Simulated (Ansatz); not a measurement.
## LuH2: relaxation of cell and atoms with BLYP

Crystal: LuH2.

```
Lu H
1.0
     0.00000    2.51650    2.51650
     2.51650    0.00000    2.51650
     2.51650    2.51650    0.00000
Lu H
1 2
Direct
  0.00000 0.00000 0.00000
  0.75000 0.75000 0.75000
  0.25000 0.25000 0.25000
```

```yaml
Program: Ansatz 0.2.0
Task: relaxation of cell and atoms
Functional: BLYP
Potentials_or_basis: Ansatz PAW
Cutoff: "420 eV (not typed: the program's choice for these potentials)"
k_mesh: 9 × 9 × 9
Occupations: fermi-dirac, width 0.05 eV
Spin: no spin polarisation
```

```json
{
  "Relaxed volume": "10.86 Å³/atom",
  "Relaxed cell": "a = 3.585 Å, b = 3.585 Å, c = 3.585 Å, α = 60.00°, β = 60.00°, γ = 60.00°",
  "Space group after relaxing (to 0.05 Å)": "Fm-3m (No. 225)",
  "Energy gained by relaxing": "1.4 meV/atom",
  "Ionic steps": "4",
  "Pressure after relaxing": "0.0 GPa",
  "Band gap on the k mesh": "none (metal or under the smearing width)"
}
```

The path:
| step | energy change (eV) | largest force (eV/Å) | volume (Å³) |
| --- | --- | --- | --- |
| 1 | 0.0000 | 0.0000 | 31.87 |
| 2 | -0.0033 | 0.0000 | 32.61 |
| 3 | -0.0033 | 0.0000 | 32.57 |
| 4 | -0.0043 | 0.0000 | 32.57 |

Final structure:
```cif
data_structure
_symmetry_space_group_name_H-M 'P 1'
_symmetry_Int_Tables_number 1
_cell_length_a 3.5848
_cell_length_b 3.5848
_cell_length_c 3.5848
_cell_angle_alpha 60.000
_cell_angle_beta 60.000
_cell_angle_gamma 60.000
_cell_volume 32.57
loop_
_atom_site_label
_atom_site_type_symbol
_atom_site_fract_x
_atom_site_fract_y
_atom_site_fract_z
_atom_site_occupancy
Lu1 Lu 0.00000 0.00000 0.00000 1
H1 H 0.75000 0.75000 0.75000 1
H2 H 0.25000 0.25000 0.25000 1
```

Levels at points of the mesh, in eV from the Fermi level:
| k point | band 9 | band 10 | band 11 | band 12 | band 13 | band 14 | band 15 | band 16 | band 17 | band 18 |
| --- | --- | --- | --- | --- | --- | --- | --- | --- | --- | --- |
| (0.00, 0.00, 0.00) | -5.24 | -5.17 | -5.17 | -5.17 | -1.07 | 1.28 | 1.28 | 1.28 | 3.90 | 3.90 |

Run time: 4.2 s on 2 threads of Intel(R) Xeon(R) Platinum 8375C CPU @ 2.90GHz (Ice Lake) (shared host), peak memory 0.38 GiB.

Caveat: the plane-wave basis is chosen anew once the cell has moved, so the energies of steps on either side of that aren't comparable; the PAW data sets come from PBE, with cores solved anew for the run's functional, which leaves a small shift of forces and pressure. BLYP gives volumes clearly too large for solids.
